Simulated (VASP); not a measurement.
Wanted: the native input for a VASP 6.6.1 run.

- Task: single point
- Functional: PBEsol
- Potentials or basis: VASP PAW PBE potentials, release 64 (Pt, Se)
- Cutoff: 520 eV
- k mesh: 8 × 8 × 5
- Occupations: fermi-dirac, width 0.05 eV
- Spin: no spin polarisation
- Ladder: free
- Further INCAR settings: ALGO = Normal; EDIFF = 1e-07; NBANDS = 18

The structure of PtSe2 (Sudovikovite) lies in POSCAR:

```
PtSe2
1.0
    3.7240000000      0.0000000000      0.0000000000
   -1.8620000000      3.2250786037      0.0000000000
    0.0000000000      0.0000000000      5.0620000000
Pt Se
1 2
Direct
    0.0000000000      0.0000000000      0.0000000000
    0.6666666667      0.3333333333      0.7500000000
    0.3333333333      0.6666666667      0.2500000000
```

One way to write it, as run:

INCAR

```
SYSTEM = PtSe2
  PREC = Accurate
  ENCUT = 520
  EDIFF = 1E-7
  ISMEAR = -1
  SIGMA = 0.05
  LREAL = .False.
  LASPH = .True.
  NELM = 60
  ALGO = Normal
  ISIF = 2
  LWAVE = .False.
  LCHARG = .False.
  GGA = PS
  NBANDS = 18
```

KPOINTS

```
regular mesh
0
Gamma
  8 8 5
  0 0 0
```

Potentials or basis: VASP PAW PBE potentials, release 64 (Pt, Se).

Launch:

```console
$ cat potpaw_PBE.64/Pt/POTCAR potpaw_PBE.64/Se/POTCAR > POTCAR
$ mpirun -np 1 vasp_std > vasp.out
```

Results of the run:

```json
{"Pressure": "2.2 GPa", "Largest force": "0.356 eV/Å", "Band gap on the k mesh": "none (metal or under the smearing width)"}
```

Caveat: the PAW data sets were made with another functional, which shifts forces and pressure a little.

Wall time 19 s on 1 thread of AMD EPYC 9R45 96-Core Processor (Zen 5) (shared host), peak memory 0.17 GiB.
